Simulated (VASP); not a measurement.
Ti, 2 atoms in the cell. The structure is hexagonal, space group P6_3/mmc (No. 194). The conventional cell has a = 2.937 Å, b = 2.937 Å, c = 4.653 Å, α = 90.00°, β = 90.00°, γ = 120.00°. Ti (site symmetry -6m2) is surrounded by 12 Ti at 2.88 to 2.94 Å. 

| Item | Value |
| --- | --- |
| Program | VASP 6.6.1 |
| Task | relaxation of cell and atoms |
| Functional | PBE |
| Potentials or basis | VASP PAW PBE potentials, release 64 (Ti_sv) |
| Cutoff | 520 eV |
| k mesh | 18 × 18 × 10 |
| Occupations | gaussian, width 0.3 eV |
| Spin | no spin polarisation |
| Further INCAR settings | ALGO = Normal; EDIFF = 1e-07; IBRION = 2; EDIFFG = -0.002; NSW = 80; ISIF = 3 |

Potentials or basis: VASP PAW PBE potentials, release 64 (Ti_sv).

Launch:

```console
$ cat potpaw_PBE.64/Ti_sv/POTCAR > POTCAR
$ mpirun -np 1 vasp_std > vasp.out
```

Hardware: 1 thread of Intel(R) Xeon(R) 6975P-C (Granite Rapids) (shared host).

**Question.** How long does it take, and how much memory?

**Answer.** It took 61 s on 1 thread of Intel(R) Xeon(R) 6975P-C (Granite Rapids), on a shared host, peak memory 0.23 GiB. Counts: scf iterations 16, k points 222, ion steps 1.
